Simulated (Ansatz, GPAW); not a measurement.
This is a calculation of FeO (Wuestite) for GPAW 26.7.0 (ASE script). 

The input run.py:

```python
from ase.dft.bandgap import bandgap
from ase.io import read, write
from ase.units import Bohr, GPa
from gpaw import GPAW, PW
from gpaw.elf import elf_from_dft_calculation

atoms = read('POSCAR')
atoms.set_initial_magnetic_moments([3.0, 0.0])

calc = GPAW(mode=PW(800),
            xc='PBE',
            kpts={'size': (11, 11, 11), 'gamma': True},
            occupations={'name': 'methfessel-paxton', 'order': 0, 'width': 0.05},
            nbands=17,
            convergence={'density': 1e-05, 'energy': 1e-05},
            maxiter=150,
            txt='gpaw.txt')
atoms.calc = calc
energy = atoms.get_potential_energy()
forces = atoms.get_forces()
stress = atoms.get_stress()
calc.write('gs.gpw')
write('result.traj', atoms)
print(f'Energy: {energy:.6f} eV')
print('Forces (eV/A):')
print(forces.round(4))
print('Stress (GPa):', (stress / GPa).round(3))
print('Moments:', calc.get_magnetic_moments().round(3))
print('Fermi level:', round(calc.get_fermi_level(), 4), 'eV')
print(f'Gap: {bandgap(calc)[0]:.4f} eV, direct: {bandgap(calc, direct=True)[0]:.4f} eV')

# fields on the real-space grid
write('density.cube', atoms, data=calc.get_pseudo_density() * Bohr**3)
write('potential.cube', atoms, data=calc.get_electrostatic_potential())
write('spin.cube', atoms, data=(calc.get_pseudo_density(spin=0) - calc.get_pseudo_density(spin=1)) * Bohr**3)
write('elf.cube', atoms, data=elf_from_dft_calculation(calc).data)
```

The input POSCAR:

```
FeO
1.0
    1.5188209023      0.8768916568      2.5195772846
   -1.5188209023      0.8768916568      2.5195772846
    0.0000000000     -1.7537833136      2.5195772846
Fe O
1 1
Direct
    0.0000000000      0.0000000000      0.0000000000
    0.5000000000      0.5000000000      0.5000000000
```

Potentials or basis: GPAW PAW data sets (gpaw-data 1.2.1), pw.

Command:

```sh
$ OMP_NUM_THREADS=1 python run.py
```

Problem. What does the same run look like in Ansatz 0.2.0? Potentials or basis there: Ansatz PAW, cutoff 420 eV.

Solution. As run (cutoffs and basis follow the program's own potentials, and thresholds, step limits or extra output files can differ):

File input.yaml:

```yaml
crystal:
  lattice:
    - [1.5188209023, 0.8768916568, 2.5195772846]
    - [-1.5188209023, 0.8768916568, 2.5195772846]
    - [0.0, -1.7537833136, 2.5195772846]
  atoms:
    - { symbol: Fe, position: [0.0, 0.0, 0.0], spin: 3.0 }
    - { symbol: O, position: [0.5, 0.5, 0.5] }
hamiltonian:
  xc: pbe
  pseudopotentials: { kind: paw }
magnetization:
  spin_polarized: true
kpoints:
  mp_grid: { grid: [11, 11, 11] }
scf:
  occupations: { method: gaussian, width: 0.05 }
output:
  forces: true
  stress: true
  eigenvalues: true
  write_density: true
  write_potential: true
  elf: true
  volumetric_format: npy
```

Potentials or basis: Ansatz PAW.

Run with:

```sh
$ ansatz run input.yaml --threads 1 --pin off --max-ram 3584MiB --backend cpu --events-out ev --progress --plain --runs-dir out
```

Both were run:

|  | GPAW | Ansatz |
| --- | --- | --- |
| Pressure | -0.3 GPa | -1.2 GPa |
| Net moment | 4.00 μB per cell | 4.00 μB per cell |

Ansatz's pressure holds a Pulay term of +0.64 GPa for its cutoff of 420 eV, which the other run lacks.

The potentials hold 14 and 22 valence electrons a cell.

Where Ansatz's input types no cutoff or centring, it takes its own default and a Γ-centred mesh.

The magnetic state is the one that the start led to; the real crystal's order can differ.

Pressure is positive in compression.
